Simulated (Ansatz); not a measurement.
**CdO2 in Ansatz: the effect of functional**

CdO2:

```
Cd O
1.0
     3.42925    0.00000    0.00000
    -1.71462    2.96982    0.00000
     0.00000    0.00000    4.09201
Cd O
1 2
Direct
  0.00000 0.00000 0.00000
  0.33333 0.66667 0.24422
  0.66667 0.33333 0.75578
```

The cell comes from a database or a generator and needn't be the stable form of this composition.

The cell isn't the ideal one: volume scaled by 0.96.

Alike in all runs:

```yaml
Program: Ansatz 0.2.0
Task: single point
Potentials_or_basis: Ansatz PAW
k_mesh: 9 × 9 × 7
Occupations: fermi-dirac, width 0.05 eV
Spin: no spin polarisation
```

| functional | cutoff | pressure (GPa) | largest force (eV/Å) |
| --- | --- | --- | --- |
| LDA | 420 eV (not typed: the program's choice for these potentials) | ? | ? |
| PBEsol | 420 eV (not typed: the program's choice for these potentials) | -7.8 | 0.11 |
| r2SCAN | 500 eV (not typed: the program's choice for these potentials) | -6.8 | 0.04 |

Problem. What does the run with functional LDA give?

Solution. Pressure -12.4 GPa; largest force 0.29 eV/Å.

Caveats: the PAW data sets come from PBE, with cores solved anew for the run's functional, which leaves a small shift of forces and pressure.

Runs at the PBE level aren't shown here.
